**Problem.** A density-functional calculation finds the electron density by repetition. A trial density gives a potential, the potential gives new orbitals and a new density, and the loop stops once the changes in energy from cycle to cycle have fallen below a chosen threshold. Here that threshold alone is moved, for ferromagnetic nickel with one atom in the cell. The cell has been strained at random at fixed volume, so it is a slightly distorted relative of the cubic metal and is under stress.

In the table, "sweep value" is the threshold in hartree (1 hartree is 27.2 eV), and "scf iterations" counts the cycles until the loop stopped. "Energy less tightest" is the energy counted from the run with the tightest threshold. A positive pressure means that the cell would lower its energy by expanding, a negative one that it would do so by shrinking.

JDFTx 1.7.0 (patched build), PBEsol with PseudoDojo-SR-PBEsol-0.4-stringent pseudopotentials and collinear spins, for a strained one-atom cell of ferromagnetic Ni. All runs use a 6×6×6 k mesh, a 1442.2 eV plane-wave cutoff and Fermi-Dirac smearing of 0.05 eV. The sweep value is energyDiffThreshold in hartree; energies are free energies.

| sweep value | energy less tightest (meV/atom) | pressure (GPa) | cell moment (μB) | scf iterations |
| --- | --- | --- | --- | --- |
| 0.001 | 0.170 | 2.357 | 0.63790 | 3 |
| 0.0001 | 0.000 | -3.292 | 0.63820 | 5 |
| 1e-5 | 0.000 | -3.292 | 0.63820 | 5 |
| 1e-6 | 0.000 | -3.232 | 0.63860 | 6 |
| 1e-7 | 0.000 | -3.088 | 0.63860 | 7 |
| 1e-8 | 0.000 | -3.105 | 0.63860 | 8 |
| 1e-10 | 0.000 | -3.086 | 0.63860 | 11 |

**(a) Someone checks only the energy and accepts the loosest threshold. What have they accepted?**

*Solution.* As far as the energy goes, they have chosen well. The run at 0.001 hartree lies only 0.17 meV per atom above the tightest one, which is less than most energy comparisons between solids require. In the other rows the energy column reads 0.000, which means that any difference is below the 0.01 meV to which the energies are printed.

The pressure of the same run is useless. It comes out as +2.4 GPa, whereas the tightest run gives −3.1 GPa, so the error is 5.4 GPa and the sign is wrong. A cell relaxation that trusted this number would begin by expanding a cell that ought to shrink.

Nickel is magnetic, and a jump in pressure could signal that the loop had landed in a different magnetic state. The moment speaks against this: it stays between 0.6379 and 0.6386 Bohr magnetons in all seven runs. The rows describe one and the same state, reached with more or less care. What has to be explained is why an unfinished density harms the pressure so much more than the energy.

**(b) Why does the pressure suffer so much more than the energy? Estimate from the first row how large the energy error should be in the second.**

*Solution.* A mechanical system with the same structure helps. A slider on a rail is held to a wall by one spring, and a bead on the same rail is tied to the slider by a second spring. The slider's position stands for the volume of the cell, and the bead stands for the electron density, which should settle wherever the slider's position tells it to. We want the force on the slider once the bead has come to rest.

Let s be the relative change of volume, n the position of the bead and n₀(s) its place of rest. With K for the stiffness of the second spring, the energy is

E(n, s) = E₀(s) + ½ K (n − n₀(s))²

The first term is the energy with the bead at rest, which is the one we are after. If the bead is still a distance d = n − n₀ from rest, the energy is wrong by ½ K d². This is quadratic in d, because the place of rest is a minimum and the energy is flat there.

The force follows by differentiating with respect to s while the bead is held where it is:

∂E/∂s = E₀′(s) − K d n₀′(s)

The second term is the pull of a spring that has not yet relaxed. It is proportional to d itself and vanishes only when the bead is at rest. If the bead is brought ten times closer to rest, the energy error falls a hundredfold but the force error only tenfold. The force error also changes sign with d, so it can push the result either way.

The pressure of a crystal is computed in the same manner. The stress formula differentiates the energy with respect to strain and leaves out any further rearrangement of the electrons. That is exact for the self-consistent density, at which the energy does not respond to a small rearrangement. It is wrong to first order in whatever density error remains when the loop is stopped early. This argument is standard theory and does not depend on nickel.

The estimate needs no fitted constant. The pressure error is taken as a measure of d, and the energy error is scaled with its square:

- pressure error at 0.001 hartree: 5.443 GPa
- pressure error at 0.0001 hartree: 0.206 GPa, smaller by a factor of 26.4
- expected energy error at 0.0001 hartree: 0.17 meV / 26.4² ≈ 0.0002 meV

This lies far below the 0.01 meV that the energies can resolve, and the table indeed shows 0.000. The agreement is real but weak. Had the energy error been merely proportional to d, it would have come out at 0.17 meV / 26.4 ≈ 0.006 meV, which is also below the last printed digit and could not be told apart reliably. The numbers are therefore compatible with the quadratic law, while the reason for believing it is the derivation.

Better support comes from a second quantity that theory expects to be of first order, the Fermi level. It follows the potential, and the potential shifts in proportion to the density error. In the same runs the Fermi level is 5.1 meV too high at the loosest threshold and 0.4 meV too low at the next. In each of the six runs before the tightest its error has the same sign as the pressure error, and the two errors rank these runs in the same order of size. This is what one expects if both follow the same leftover density error. The match is only rough, though: from the first row to the second the Fermi level error shrinks by a factor of 12.5, the pressure error by 26.4.

The moment shows where a single d no longer suffices. Between the first two rows its error does not shrink 26-fold but only from 0.0007 to 0.0004 Bohr magnetons. Had we measured d by the moment, the estimate would have given an energy error of several hundredths of a meV in the second row, and the table would show it. A real density has very many beads on springs of different stiffness, and each computed quantity feels its own mixture of them. The part that still spoils the moment evidently costs hardly any energy.

**(c) Why does the pressure settle in uneven steps, and which threshold does it need?**

*Solution.* The threshold does not set the error. It only decides at which cycle the loop may stop, and cycles come in whole numbers. The runs at 0.0001 and 1e-5 hartree both stopped after five cycles and are therefore the same result printed twice. Someone who tightened the threshold tenfold and saw the pressure stay at −3.292 GPa might call it converged, although it is still 0.2 GPa from the tightest value.

Nor does the threshold tell how large the energy error is. At the loosest setting it allows changes of 27 meV, yet the energy left behind is off by only 0.17 meV. The test looks at the change from one cycle to the next, and in a loop that closes in quickly such a change consists mostly of the error of the earlier energy. The last energy is then much better than the test suggests.

The cycle counts add that one small change is not enough to stop this loop. After three cycles the energy was 0.17 meV off, and after five it was right to the printed digits. The change from the fourth cycle to the fifth was below 0.27 meV, or the run at 1e-5 hartree would not have stopped there. Between the third cycle and the fourth the energy can thus have moved by less than half a meV. The run at 0.0001 hartree allows 2.7 meV and still went on to a fifth cycle. Most likely the program wants the test passed twice in a row, which makes a loose threshold safer for the energy than it sounds.

The model of part (b) also says what a tighter threshold should buy. The test watches an energy, which is quadratic in d, while the pressure error is linear in d. A threshold tightened a hundredfold should thus reduce the pressure error about tenfold. From 1e-6 to 1e-8 hartree the error falls from 0.15 to 0.02 GPa, which is close to this rule. Over other hundredfold steps in the table the factor ranges from less than two to around a hundred, so the rule gives the general pace and not the single step.

Such scatter is to be expected, because the loop does not slide smoothly to rest as a bead with friction would. Each new trial density is usually extrapolated from earlier ones, and this may remove one part of the error almost completely while leaving another nearly untouched. The sixth cycle shows it: the moment reaches its final value to the printed digits, while the pressure improves only from −3.292 to −3.232 GPa. The seventh cycle then brings the pressure to −3.088 GPa. It may be that the sixth cycle mended mainly the balance between the two spins and the seventh the distribution of the total charge, but this is a guess that these numbers do not test.

The same unevenness explains why 1e-7 hartree lies closer to the tightest pressure than 1e-8 does. The first is off by 0.002 GPa and the second by 0.019 GPa, and the Fermi level shows the same reversal. An error that wanders on its way to zero can come near the final value at one cycle and move off a little at the next. The close agreement at 1e-7 is thus partly luck, and 0.02 GPa is the fairer measure of what thresholds of this size deliver.

If the pressure is to be right within 0.1 GPa, 1e-7 hartree is the loosest of the listed thresholds that will do. This takes seven cycles instead of three, a modest price for a pressure that can be used. What has settled is the loop alone: the mesh of k points, the smearing and the cutoff were the same throughout, so −3.1 GPa is the pressure at those settings and may still shift with them.

The reasoning carries over to a neighbouring case once one asks whether the wanted quantity is the energy that the density makes stationary, or something else. The energy is wrong only to second order in what the density still lacks; pressure, Fermi level and moment are wrong to first order. How much that hurts differs between them: at the loosest threshold the moment is off by only 0.1 %, while the pressure has the wrong sign. Forces on atoms are first-order quantities as well. This cell cannot show it, because with one atom in the cell the force vanishes by symmetry, however poor the density.

For nickel in device contacts, this separates two kinds of calculation. A comparison of the energies of two structures can often bear a looser threshold than the stress in a strained film or the relaxation of its cell. How loose it may be has to be tried on the cell at hand, since larger or magnetically more intricate cells may settle far more slowly than this one. For stress and relaxation, the threshold should be judged by the stress itself.
